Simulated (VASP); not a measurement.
# AlP (F-43m) in VASP: a series of runs, part 2 of 2

VASP 6.6.1. The steps go on from the part before.

**4. Single point, PBE**

This run uses another cell than the first one, of 19.60 Å³/atom, 0.960 times its volume.

Input file INCAR:

```
ALGO     = Normal         # electronic algorithm
EDIFF    = 1E-6           # SCF threshold, eV
ENCUT    = 500            # plane-wave cutoff, eV
GGA      = PE             # functional
GGA_COMPAT= False        
ISIF     = 2              # what is computed and relaxed
ISMEAR   = 0              # smearing method
LASPH    = True           # aspherical terms in the spheres
LCHARG   = True           # write CHGCAR
LELF     = True           # ELF
LREAL    = False          # projectors in reciprocal space
LVHAR    = True         
LWAVE    = False          # write WAVECAR
NBANDS   = 11             # bands
NELM     = 120            # most SCF steps
PREC     = Accurate       # precision mode
SIGMA    = 0.01           # smearing width, eV
```

Input file KPOINTS:

```
k-points
0
Gamma
  6 6 6
```

Input file POSCAR:

```
AlP
1.0
    0.0000000000      2.6963745510      2.6963745510
    2.6963745510      0.0000000000      2.6963745510
    2.6963745510      2.6963745510      0.0000000000
Al P
1 1
Direct
    0.0000000000      0.0000000000      0.0000000000
    0.2500000000      0.2500000000      0.2500000000
```

Potentials or basis: VASP PAW PBE potentials, release 64 (Al, P).

Command:

```console
> cat potpaw_PBE.64/Al/POTCAR potpaw_PBE.64/P/POTCAR > POTCAR
> mpirun -np 1 vasp_std > vasp.out
```

OUTCAR:

```text
EDIFF = 1E-6
   ENCUT = 500
   GGA = PE
   ISIF = 2
   ISMEAR = 0
   LASPH = True
   LREAL = False
   NELM = 120
   PREC = Accurate

 ion  position               nearest neighbor table
   1  0.000  0.000  0.000-   2 2.34   2 2.34   2 2.34   2 2.34
   2  0.250  0.250  0.250-   1 2.34   1 2.34   1 2.34   1 2.34

  LATTYP: Found a face centered cubic cell.
 ALAT       =     5.3927491020

  Lattice vectors:

 A1 = (   0.0000000000,   2.6963745510,   2.6963745510)
 A2 = (   2.6963745510,   0.0000000000,   2.6963745510)
 A3 = (   2.6963745510,   2.6963745510,   0.0000000000)

Analysis of symmetry for initial positions (statically):
=====================================================================
 Subroutine PRICEL returns:
 Original cell was already a primitive cell.

 Routine SETGRP: Setting up the symmetry group for a
 face centered cubic supercell.

 Subroutine GETGRP returns: Found 24 space group operations
 (whereof 24 operations were pure point group operations)
 out of a pool of 48 trial point group operations.

The static configuration has the point symmetry T_d .

Analysis of symmetry for dynamics (positions and initial velocities):
=====================================================================
 Subroutine PRICEL returns:
 Original cell was already a primitive cell.

 Routine SETGRP: Setting up the symmetry group for a
 face centered cubic supercell.

 Subroutine GETGRP returns: Found 24 space group operations
 (whereof 24 operations were pure point group operations)
 out of a pool of 48 trial point group operations.

The dynamic configuration has the point symmetry T_d .

 Subroutine INISYM returns: Found 24 space group operations
 (whereof 24 operations are pure point group operations),
 and found     1 'primitive' translations

----------------------------------------------------------------------------------------

                                     Primitive cell

  volume of cell :      39.2076

  direct lattice vectors                    reciprocal lattice vectors
     0.000000000  2.696374551  2.696374551    -0.185434179  0.185434179  0.185434179
     2.696374551  0.000000000  2.696374551     0.185434179 -0.185434179  0.185434179
     2.696374551  2.696374551  0.000000000     0.185434179  0.185434179 -0.185434179

  length of vectors
     3.813249459  3.813249459  3.813249459     0.321181419  0.321181419  0.321181419

  position of ions in fractional coordinates (direct lattice)
     0.000000000  0.000000000  0.000000000
     0.250000000  0.250000000  0.250000000

  ion indices of the primitive-cell ions
   primitive index   ion index
                 1           1
                 2           2

----------------------------------------------------------------------------------------

 KPOINTS: k-points

Automatic generation of k-mesh.
 Grid dimensions read from file:
 generate k-points for:    6    6    6

 Generating k-lattice:

  Cartesian coordinates                     Fractional coordinates (reciprocal lattice)
    -0.030905696  0.030905696  0.030905696     0.166666667  0.000000000  0.000000000
     0.030905696 -0.030905696  0.030905696     0.000000000  0.166666667  0.000000000
     0.030905696  0.030905696 -0.030905696     0.000000000  0.000000000  0.166666667

  Length of vectors
     0.053530236  0.053530236  0.053530236

  Shift w.r.t. Gamma in fractional coordinates (k-lattice)
     0.000000000  0.000000000  0.000000000

 Subroutine IBZKPT returns following result:
 ===========================================

 Found     16 irreducible k-points:

 Following reciprocal coordinates:
            Coordinates               Weight
  0.000000  0.000000  0.000000      1.000000
  0.166667  0.000000  0.000000      8.000000
  0.333333  0.000000  0.000000      8.000000
  0.500000  0.000000  0.000000      4.000000
  0.166667  0.166667  0.000000      6.000000
  0.333333  0.166667  0.000000     24.000000
[... 8 lines left out ...]
 -0.333333  0.333333  0.166667     24.000000
 -0.333333  0.500000  0.166667     12.000000
   k-points           NKPTS =     16   k-points in BZ     NKDIM =     16   number of bands    NBANDS=     11
   number of dos      NEDOS =    301   number of ions     NIONS =      2
   total plane-waves  NPLWV =  21952
   dimension x,y,z NGX =    28 NGY =   28 NGZ =   28
   dimension x,y,z NGXF=    56 NGYF=   56 NGZF=   56
   ions per type =               1   1
   NGX,Y,Z   is equivalent  to a cutoff of  12.21, 12.21, 12.21 a.u.
   NGXF,Y,Z  is equivalent  to a cutoff of  24.41, 24.41, 24.41 a.u.
 SYSTEM =  unknown system
   PREC   = accura    normal or accurate (medium, high low for compatibility)
   ISTART =      0    job   : 0-new  1-cont  2-samecut
   ICHARG =      2    charge: 1-file 2-atom 10-const
   ISPIN  =      1    spin polarized calculation?
   LNONCOLLINEAR =      F non collinear calculations
   LSORBIT =      F    spin-orbit coupling
   LASPH  =      T    aspherical Exc in radial PAW
   ENCUT  =  500.0 eV  36.75 Ry    6.06 a.u.   6.95  6.95  6.95*2*pi/ulx,y,z
   NELM   =    120;   NELMIN=  2; NELMDL= -5     # of ELM steps
   EDIFF  = 0.1E-05   stopping-criterion for ELM
   LREAL  =      F    real-space projection
   EDIFFG = 0.1E-04   stopping-criterion for IOM
   NSW    =      0    number of steps for IOM
   IBRION =     -1    ionic relax: 0-MD 1-quasi-New 2-CG
   NFREE  =      0    steps in history (QN), initial steepest desc. (CG)
   ISIF   =      2    stress and relaxation
   ISYM   =      2    0-nonsym 1-usesym 2-fastsym
   POTIM  = 0.5000    time-step for ionic-motion
   TEBEG  =    0.0;   TEEND  =   0.0 temperature during run
   PSTRESS=    0.0 pullay stress
   NELECT =       8.0000    total number of electrons
   NUPDOWN=      -1.0000    fix difference up-down
   EMIN   =  10.00;   EMAX   =-10.00  energy-range for DOS
   EFERMI =   0.00;   METHOD = LEGACY
   ISMEAR =     0;   SIGMA  =   0.01  broadening in eV -4-tet -1-fermi 0-gaus
   EFERMI_NEDOS =   21; number of points for ismear=-14 and -15
   IALGO  =     38    algorithm
   IMIX   =      4    mixing-type and parameters
     AMIX     =   0.40;   BMIX     =  1.00
     AMIX_MAG =   1.60;   BMIX_MAG =  1.00
  volume/ion in A,a.u.               =      19.60       132.29
  Fermi-wavevector in a.u.,A,eV,Ry     =   0.963787  1.821294 12.638265  0.928886
  Thomas-Fermi vector in A             =   2.093363
   LORBIT       =      0    0 simple, 1 ext, 2 COOP (PROOUT), +10 PAW based schemes
   GGA     = PE    functional components
   LHFCALC =     F    Hartree Fock is set to
   AEXX    =    0.0000 exact exchange contribution
   IVDW    =     0    specifies the selected vdW correction
   LEPSILON=     F    determine dielectric tensor
   LRPA    =     F    only Hartree local field effects (RPA)
 non-spin polarized calculation
 Gauss-broadening in eV      SIGMA  =   0.01
  energy-cutoff  :      500.00
  volume of cell :       39.21
 maximum number of plane-waves:      1018
   NGX = 13   NGY = 13   NGZ = 13

 number of electron       7.9999999 magnetization

 Free energy of the ion-electron system (eV)
  ---------------------------------------------------
  ext. energy  EPLUGINS =         0.00000000
  ---------------------------------------------------
  free energy    TOTEN  =       -10.32490710 eV

  energy without entropy =      -10.32490710  energy(sigma->0) =      -10.32490710

 E-fermi :   4.9819     XC(G=0):  -9.3523

 val. band max:        4.9315904529   @ k =   0.0000   0.0000   0.0000
 cond. band min:       6.4315450450   @ k =   0.5000   0.5000   0.0000
 fundamental gap:      1.4999545922
 Fermi energy:         4.9819416353

 k-point     1 :       0.0000    0.0000    0.0000
  band No.  band energies     occupation
      1      -6.7920      2.00000
      2       4.9316      2.00000
      3       4.9316      2.00000
      4       4.9316      2.00000
      5       8.5580      0.00000
      6       9.5418      0.00000
      7       9.5418      0.00000
      8       9.5418      0.00000
      9      13.8053      0.00000
     10      13.8053      0.00000
     11      15.4852      0.00000
[... 197 lines left out ...]
 k-point    16 :      -0.3333    0.5000    0.1667
  band No.  band energies     occupation
      1      -4.2750      2.00000
      2      -0.2196      2.00000
      3       1.9000      2.00000
      4       2.1494      2.00000
      5       8.2335      0.00000
      6       9.2935      0.00000
      7      12.7362      0.00000
      8      13.0965      0.00000
      9      16.4822      0.00000
     10      17.0919      0.00000
     11      18.5171      0.00000

------------------------ aborting loop because EDIFF is reached ----------------------------------------

  FORCE on cell =-STRESS in cart. coord.  units (eV):
  Direction    XX          YY          ZZ          XY          YZ          ZX
  --------------------------------------------------------------------------------------
  -------------------------------------------------------------------------------------
  Total        1.4453110      1.4453110      1.4453110      0.0000000     -0.0000000      0.0000000
  in kB       59.0610615     59.0610615     59.0610615      0.0000000     -0.0000000      0.0000000
  external PRESSURE =      59.0610615 kB  Pullay stress =       0.0000000 kB

 VOLUME and BASIS-vectors are now :
 -----------------------------------------------------------------------------
  energy-cutoff  :      500.00
  volume of cell :       39.21
      direct lattice vectors                 reciprocal lattice vectors
     0.000000000  2.696374551  2.696374551    -0.185434179  0.185434179  0.185434179
     2.696374551  0.000000000  2.696374551     0.185434179 -0.185434179  0.185434179
     2.696374551  2.696374551  0.000000000     0.185434179  0.185434179 -0.185434179

 POSITION                                       TOTAL-FORCE (eV/Angst)
 -----------------------------------------------------------------------------------
      0.00000      0.00000      0.00000         0.000000      0.000000      0.000000
      1.34819      1.34819      1.34819        -0.000000     -0.000000     -0.000000
 -----------------------------------------------------------------------------------
    total drift:                                0.000000      0.000000      0.000000

  FREE ENERGIE OF THE ION-ELECTRON SYSTEM (eV)
  ---------------------------------------------------
  free  energy   TOTEN  =       -10.3249070968 eV

  energy  without entropy=      -10.3249070968  energy(sigma->0) =      -10.32490710
```

Wall time 4.4 s (1 thread of Intel Xeon 6975P-C (Granite Rapids), shared host); peak memory 0.14 GiB.

Results:

```yaml
Free_energy: -10.3249 eV
Pressure: 5.9 GPa
Band_gap_on_the_k_mesh: 1.50 eV, indirect (least direct gap 3.63 eV)
```

Levels at points of the mesh, in eV from the valence-band top:
```
           k point  band 1  band 2  band 3  band 4  band 5  band 6  band 7  band 8
(0.00, 0.00, 0.00)  -11.72    0.00    0.00    0.00    3.63    4.61    4.61    4.61
(0.50, 0.00, 0.00)   -9.95   -5.70   -0.79   -0.79    2.95    4.82    4.82    8.37
(0.50, 0.50, 0.00)   -9.25   -5.44   -2.18   -2.18    1.50    2.45   11.39   11.39
```

A k mesh can miss the band edges.

**5. Single point, PBE**

This run uses another cell than the first one, of 19.26 Å³/atom, 0.943 times its volume.

Input file INCAR:

```
SYSTEM = AlP
  PREC = Accurate
  ENCUT = 500
  EDIFF = 1E-6
  ISMEAR = 0
  SIGMA = 0.01
  LREAL = .FALSE.
  LASPH = .TRUE.
  NELM = 120
  ALGO = Normal
  ISIF = 2
  LWAVE = .FALSE.
  LCHARG = .FALSE.
  GGA = PE
  NBANDS = 11
  GGA_COMPAT = .FALSE.
```

Input file KPOINTS:

```
regular mesh
0
G
  6 6 6
  0 0 0
```

Input file POSCAR:

```
AlP
1.0
    0.0000000000      2.6803982583      2.6803982583
    2.6803982583      0.0000000000      2.6803982583
    2.6803982583      2.6803982583      0.0000000000
Al P
1 1
Direct
    0.0000000000      0.0000000000      0.0000000000
    0.2500000000      0.2500000000      0.2500000000
```

Command:

```console
> cat potpaw_PBE.64/Al/POTCAR potpaw_PBE.64/P/POTCAR > POTCAR
> mpirun -np 1 vasp_std > vasp.out
```

It took 4 s on 1 thread of Intel Xeon 6975P-C (Granite Rapids), shared host; peak memory 0.14 GiB.

The run converged. Its results:

| Property | Result |
| --- | --- |
| Free energy | -10.2951 eV |
| Pressure | 7.9 GPa |
| Band gap on the k mesh | 1.46 eV, indirect (least direct gap 3.68 eV) |

Levels at points of the mesh, in eV from the valence-band top:
| k point | band 1 | band 2 | band 3 | band 4 | band 5 | band 6 | band 7 | band 8 |
| --- | --- | --- | --- | --- | --- | --- | --- | --- |
| (0.00, 0.00, 0.00) | -11.83 | 0.00 | 0.00 | 0.00 | 3.78 | 4.63 | 4.63 | 4.63 |
| (0.50, 0.00, 0.00) | -10.01 | -5.78 | -0.80 | -0.80 | 3.02 | 4.83 | 4.83 | 8.42 |
| (0.50, 0.50, 0.00) | -9.29 | -5.50 | -2.22 | -2.22 | 1.46 | 2.44 | 11.55 | 11.55 |

A k mesh can miss the band edges. PBE gaps usually lie below the measured ones, often by a third to a half.

**6. Overview**

| cell | gap on the mesh (eV) | pressure (GPa) |
| --- | --- | --- |
| a = 3.865 Å, angles 60.0°, 2 atoms | 1.58 | 1.9 |
| a = 3.838 Å, angles 60.0°, 2 atoms | 1.54 | 3.9 |
| a = 3.813 Å, angles 60.0°, 2 atoms | 1.50 | 5.9 |
| a = 3.791 Å, angles 60.0°, 2 atoms | 1.46 | 7.9 |

Alike in all rows: task single point; level PBE; potentials or basis VASP PAW PBE potentials, release 64 (Al, P); no spin polarisation; k mesh 6 × 6 × 6; cutoff (eV) 500; smearing gaussian 0.01 eV.

Total energies depend on the potentials used, so only differences within one code and one set of settings carry meaning.

**7. How close it comes**

Step 2. Measured gap of AlP: 2.505 eV (indirect; 4.2 K; a printed reference work, data compilation). This calculation gives 1.58 eV (-0.92 eV). The value is that of PBE on a finite k mesh, which can miss the band edges, without temperature or zero-point motion. Semilocal functionals fall short of measured gaps as a rule.
